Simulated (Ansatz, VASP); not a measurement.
## One calculation of C, two programs

The input INCAR:

```
PREC = Accurate
ENCUT = 520
EDIFF = 1E-6
ISMEAR = -1
SIGMA = 0.02
LREAL = False
LASPH = True
NELM = 100
ALGO = Normal
ISIF = 2
LWAVE = False
LCHARG = False
LDIPOL = True
IDIPOL = 3
DIPOL = 0.5 0.5 0.500
GGA = PE
NBANDS = 21
```

Contents of KPOINTS:

```
Automatic mesh
0
Gamma
  12 12 1
```

Contents of POSCAR:

```
C
1.0
    2.5255274272      0.0000000000      0.0000000000
    0.0000000000      2.5255274272      0.0000000000
    0.0000000000      0.0000000000     20.4645000000
C
6
Direct
    0.7500000000      0.0000000000      0.3909197898
    0.2500000000      0.0000000000      0.4345518739
    0.2500000000      0.5000000000      0.4781839580
    0.7500000000      0.5000000000      0.5218160420
    0.7500000000      0.0000000000      0.5654481261
    0.2500000000      0.0000000000      0.6090802102
```

Input for Ansatz:

```yaml
crystal:
  lattice:
    - [2.5255274272, 0.0, 0.0]
    - [0.0, 2.5255274272, 0.0]
    - [0.0, 0.0, 20.4645]
  atoms:
    - { symbol: C, position: [0.75, 0.0, 0.3909197898] }
    - { symbol: C, position: [0.25, 0.0, 0.4345518739] }
    - { symbol: C, position: [0.25, 0.5, 0.478183958] }
    - { symbol: C, position: [0.75, 0.5, 0.521816042] }
    - { symbol: C, position: [0.75, 0.0, 0.5654481261] }
    - { symbol: C, position: [0.25, 0.0, 0.6090802102] }
kpoints:
  mp_grid: { grid: [12, 12, 1] }
scf:
  occupations: { method: fermi_dirac, width: 0.02 }
hamiltonian:
  xc: pbe
  pseudopotentials: { kind: paw }
output:
  forces: true
  stress: true
  eigenvalues: true
  populations: true
efield:
  axis: 3
  amplitude: 0
  dipole_correction: true
```

Alike in both runs: task single point; functional PBE; k mesh 12 × 12 × 1; occupations fermi-dirac, width 0.02 eV; no spin polarisation.

|  | VASP | Ansatz |
| --- | --- | --- |
| version | VASP 6.6.1 | Ansatz 0.2.0 |
| potentials or method | VASP PAW PBE potentials, release 64 (C) | PAW with Ansatz's default frozen-core files, scalar-relativistic |
| plane-wave cutoff (eV) | 520 | 420 |
| valence electrons in the cell | 24 | 24 |

VASP gave:

```
rms of the force components (eV/Å) : 1.112
```

Q: Estimate Ansatz's values.

A: rms of the force components (eV/Å): 1.120.

Atom by atom the forces differ by 0.012 eV/Å (rms over components).
